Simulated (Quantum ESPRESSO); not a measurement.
# SnTe (Fm-3m) in Quantum ESPRESSO: single point with PBE

Aim: the single point of SnTe with PBE.

Program: Quantum ESPRESSO 7.5. These are calculated values, not measurements. Logs are shortened: lines on timing, memory, paths and dates and some standing lists are left out, and cuts for length are marked.

## (1) The crystal as given

It takes space group Fm-3m (No. 225, cubic). The conventional cell has a = 6.302 Å, b = 6.302 Å, c = 6.302 Å, α = 90.00°, β = 90.00°, γ = 90.00°. Around Te (site symmetry m-3m) lie 6 Sn at 3.15 Å. Sn (site symmetry m-3m) has 6 Te at 3.15 Å as nearest neighbours.

## (2) Single point, PBE

Contents of pw.in:

```
&CONTROL
  calculation = 'scf'
  prefix = 'pwscf'
  outdir = './tmp'
  pseudo_dir = './pseudo'
  tprnfor = .true.
  tstress = .true.
  disk_io = 'nowf'
/
&SYSTEM
  ibrav = 0
  nat = 2
  ntyp = 2
  ecutwfc = 70
  nbnd = 22
  occupations = 'smearing'
  smearing = 'fd'
  degauss = 0.00367493
/
&ELECTRONS
  conv_thr = 4d-10
  electron_maxstep = 120
  mixing_beta = 0.5
/
ATOMIC_SPECIES
Te   127.6000 Te_ONCV_PBE-1.2.upf
Sn   118.7100 Sn_ONCV_PBE-1.2.upf
CELL_PARAMETERS angstrom
   0.0000000000    3.1508500000    3.1508500000
   3.1508500000    0.0000000000    3.1508500000
   3.1508500000    3.1508500000    0.0000000000
ATOMIC_POSITIONS crystal
Te     0.5000000000    0.5000000000    0.5000000000
Sn     0.0000000000    0.0000000000    0.0000000000
K_POINTS automatic
2 2 2 0 0 0
```

Potentials or basis: SG15 PBE 1.2.

Started as:

```sh
> OMP_NUM_THREADS=1 mpirun -n 2 pw.x -in pw.in > pw.out
```

pw.out:

```text
This program is part of the open-source Quantum ESPRESSO suite
     for quantum simulation of materials; please cite
         "P. Giannozzi et al., J. Phys.:Condens. Matter 21 395502 (2009);
         "P. Giannozzi et al., J. Phys.:Condens. Matter 29 465901 (2017);
         "P. Giannozzi et al., J. Chem. Phys. 152 154105 (2020);
     in publications or presentations arising from this work. More details at

     Message from routine setup:
     using ibrav=0 with symmetry is DISCOURAGED, use correct ibrav instead

     Subspace diagonalization in iterative solution of the eigenvalue problem:
     a serial algorithm will be used

     --------------------
     sticks:   dense  smooth     PW     G-vecs:    dense   smooth      PW
     Min         684     684    189                16742    16742    2513
     Max         685     685    190                16745    16745    2516
     Sum        1369    1369    379                33487    33487    5029

     Using Slab Decomposition

     bravais-lattice index     =            0
     lattice parameter (alat)  =       8.4206  a.u.
     unit-cell volume          =     422.1918 (a.u.)^3
     number of atoms/cell      =            2
     number of atomic types    =            2
     number of electrons       =        30.00
     number of Kohn-Sham states=           22
     kinetic-energy cutoff     =      70.0000  Ry
     charge density cutoff     =     280.0000  Ry
     scf convergence threshold =      4.0E-10
     mixing beta               =       0.5000
     number of iterations used =            8  plain     mixing
     Exchange-correlation= PBE
                           (   1   4   3   4   0   0   0)

     celldm(1)=   8.420572  celldm(2)=   0.000000  celldm(3)=   0.000000
     celldm(4)=   0.000000  celldm(5)=   0.000000  celldm(6)=   0.000000

     crystal axes: (cart. coord. in units of alat)
               a(1) = (   0.000000   0.707107   0.707107 )
               a(2) = (   0.707107   0.000000   0.707107 )
               a(3) = (   0.707107   0.707107   0.000000 )

     reciprocal axes: (cart. coord. in units 2 pi/alat)
               b(1) = ( -0.707107  0.707107  0.707107 )
               b(2) = (  0.707107 -0.707107  0.707107 )
               b(3) = (  0.707107  0.707107 -0.707107 )

     PseudoPot. # 1 for Te read from file:
     Te_ONCV_PBE-1.2.upf
     Pseudo is Norm-conserving, Zval = 16.0
     Generated using ONCVPSP code by D. R. Hamann
     Using radial grid of  602 points,  6 beta functions with:
                l(1) =   0
                l(2) =   0
                l(3) =   1
                l(4) =   1
                l(5) =   2
                l(6) =   2

     PseudoPot. # 2 for Sn read from file:
     Sn_ONCV_PBE-1.2.upf
     Pseudo is Norm-conserving, Zval = 14.0
     Generated using ONCVPSP code by D. R. Hamann
     Using radial grid of  602 points,  6 beta functions with:
                l(1) =   0
                l(2) =   0
                l(3) =   1
                l(4) =   1
                l(5) =   2
                l(6) =   2

     atomic species   valence    mass     pseudopotential
     Te               16.00   127.60000     Te( 1.00)
     Sn               14.00   118.71000     Sn( 1.00)

     48 Sym. Ops., with inversion, found

   Cartesian axes

     site n.     atom                  positions (alat units)
         1        Te     tau(   1) = (   0.7071068   0.7071068   0.7071068  )
         2        Sn     tau(   2) = (   0.0000000   0.0000000   0.0000000  )

     number of k points=     3  Fermi-Dirac smearing, width (Ry)=  0.0037
                       cart. coord. in units 2pi/alat
        k(    1) = (   0.0000000   0.0000000   0.0000000), wk =   0.2500000
        k(    2) = (  -0.3535534  -0.3535534   0.3535534), wk =   1.0000000
        k(    3) = (  -0.7071068   0.0000000   0.0000000), wk =   0.7500000

     Dense  grid:    33487 G-vectors     FFT dimensions: (  45,  45,  45)

     Initial potential from superposition of free atoms

     starting charge      29.8745, renormalised to      30.0000
     Starting wfcs are random

     Self-consistent Calculation

     iteration #  1     ecut=    70.00 Ry     beta= 0.50
     Davidson diagonalization with overlap
     ethr =  1.00E-02,  avg # of iterations =  9.0

     Threshold (ethr) on eigenvalues was too large:
     Diagonalizing with lowered threshold

     Davidson diagonalization with overlap
     ethr =  1.66E-04,  avg # of iterations =  4.3

     total energy              =    -295.32079528 Ry
     estimated scf accuracy    <       0.04512123 Ry

     iteration #  2     ecut=    70.00 Ry     beta= 0.50
     Davidson diagonalization with overlap
     ethr =  1.50E-04,  avg # of iterations =  2.0

     total energy              =    -295.33082129 Ry
     estimated scf accuracy    <       0.00225633 Ry

     iteration #  3     ecut=    70.00 Ry     beta= 0.50
     Davidson diagonalization with overlap
     ethr =  7.52E-06,  avg # of iterations =  4.7

     total energy              =    -295.33121083 Ry
     estimated scf accuracy    <       0.00033266 Ry

     iteration #  4     ecut=    70.00 Ry     beta= 0.50
     Davidson diagonalization with overlap
     ethr =  1.11E-06,  avg # of iterations =  1.3

     total energy              =    -295.33123617 Ry
     estimated scf accuracy    <       0.00003005 Ry

     iteration #  5     ecut=    70.00 Ry     beta= 0.50
     Davidson diagonalization with overlap
     ethr =  1.00E-07,  avg # of iterations =  1.7

     total energy              =    -295.33123789 Ry
     estimated scf accuracy    <       0.00000092 Ry

     iteration #  6     ecut=    70.00 Ry     beta= 0.50
     Davidson diagonalization with overlap
     ethr =  3.06E-09,  avg # of iterations =  2.0

     total energy              =    -295.33123797 Ry
     estimated scf accuracy    <       0.00000002 Ry

     iteration #  7     ecut=    70.00 Ry     beta= 0.50
     Davidson diagonalization with overlap
     ethr =  8.09E-11,  avg # of iterations =  2.3

     total energy              =    -295.33123797 Ry
     estimated scf accuracy    <          1.7E-09 Ry

     iteration #  8     ecut=    70.00 Ry     beta= 0.50
     Davidson diagonalization with overlap
     ethr =  5.78E-12,  avg # of iterations =  2.0

     End of self-consistent calculation

          k = 0.0000 0.0000 0.0000 (  4279 PWs)   bands (ev):

   -25.5894 -25.5894 -25.5859 -25.5859 -25.5859 -11.3467 -11.3467 -11.3400
   -11.3400 -11.3400  -1.6321   6.2820   9.0241   9.0241   9.0241  14.3435
    14.3435  14.3435  15.8344  15.8344  15.8344  17.9383

          k =-0.3536-0.3536 0.3536 (  4164 PWs)   bands (ev):

   -25.5892 -25.5892 -25.5856 -25.5852 -25.5852 -11.3522 -11.3522 -11.3386
   -11.3337 -11.3337  -0.2494   2.5814   9.4154   9.4154  11.0146  11.1722
    11.2886  11.2886  18.8853  19.8482  20.1433  20.1433

          k =-0.7071 0.0000 0.0000 (  4184 PWs)   bands (ev):

   -25.5898 -25.5889 -25.5863 -25.5846 -25.5846 -11.3629 -11.3435 -11.3424
   -11.3300 -11.3300   0.0440   4.3854   5.5100   7.3763   7.3763  13.2148
    15.9684  15.9684  17.4775  20.2149  21.7157  22.1745

     the Fermi energy is    11.0873 ev

!    total energy              =    -295.33123797 Ry
     estimated scf accuracy    <          3.4E-10 Ry
     smearing contrib. (-TS)   =      -0.00401595 Ry
     internal energy E=F+TS    =    -295.32722202 Ry

     The total energy is F=E-TS. E is the sum of the following terms:
     one-electron contribution =    -114.52774436 Ry
     hartree contribution      =      67.44574457 Ry
     xc contribution           =     -33.22563457 Ry
     ewald contribution        =    -215.01958765 Ry

     convergence has been achieved in   8 iterations

     Forces acting on atoms (cartesian axes, Ry/au):

     atom    1 type  1   force =     0.00000000    0.00000000   -0.00000000
     atom    2 type  2   force =     0.00000000    0.00000000    0.00000000

     Total force =     0.000000     Total SCF correction =     0.000000

     Computing stress (Cartesian axis) and pressure

          total   stress  (Ry/bohr**3)                   (kbar)     P=       63.61
   0.00043240  -0.00000000  -0.00000000           63.61       -0.00       -0.00
  -0.00000000   0.00043240  -0.00000000           -0.00       63.61       -0.00
  -0.00000000  -0.00000000   0.00043240           -0.00       -0.00       63.61

=------------------------------------------------------------------------------=
   JOB DONE.
=------------------------------------------------------------------------------=
```

It took 3 s on 2 MPI ranks of Arm Neoverse V2, shared host; peak memory 0.12 GiB.

Results:

```yaml
Free_energy: -4018.1862 eV
Pressure: 6.4 GPa
```

Levels at points of the mesh, in eV from the Fermi level:
| k point | band 12 | band 13 | band 14 | band 15 | band 16 | band 17 | band 18 | band 19 |
| --- | --- | --- | --- | --- | --- | --- | --- | --- |
| (0.00, 0.00, 0.00) | -4.81 | -2.06 | -2.06 | -2.06 | 3.26 | 3.26 | 3.26 | 4.75 |
| (0.00, 0.00, -0.50) | -8.51 | -1.67 | -1.67 | -0.07 | 0.08 | 0.20 | 0.20 | 7.80 |
| (0.00, -0.50, -0.50) | -6.70 | -5.58 | -3.71 | -3.71 | 2.13 | 4.88 | 4.88 | 6.39 |

Caveat: the k mesh is coarse (spacing up to 0.86 Å⁻¹), so the values aren't converged. The run has no spin-orbit coupling, so splittings on Te are missing.
